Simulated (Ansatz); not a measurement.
# GaN (P6_3mc): the equilibrium volume, part 2 of 2

Aim: the volume at which the pressure of GaN (P6_3mc) vanishes.

Ansatz 0.2.0; DFT PBE, scalar-relativistic, plane waves, PAW. The steps go on from the part before.

**4. The cell, before and after**

How the cell compares, before and after:

| cell as typed | before | after | change |
| --- | --- | --- | --- |
| a (Å) | 3.189 | 3.218 | +0.9 % |
| b (Å) | 3.189 | 3.218 | +0.9 % |
| c (Å) | 5.192 | 5.243 | +1.0 % |
| volume (Å³/atom) | 11.432 | 11.758 | +2.8 % |
| shortest distance (Å) | 1.949 | 1.967 | +0.9 % |
| space group | P6_3mc | P6_3mc | same |

**5. Results**

This closing draws on all 2 parts. Changes of volume or cell count from the first structure of part 1.

| quantity | value |
| --- | --- |
| volume | 11.758 Å³/atom |
| pressure | 0.00 GPa |
| conventional cell | a = 3.218 Å, b = 3.218 Å, c = 5.243 Å, α = 90.00°, β = 90.00°, γ = 120.00° |
| gap on the mesh | 1.71 eV |

In words: Over the 2 runs shown the cell moved from 11.43 to 11.76 Å³/atom, a change of +2.8 %, where the pressure is zero within 0.01 GPa.

These are semilocal Kohn-Sham gaps, which aren't the measured quantity. Such gaps usually fall short of the measured ones.
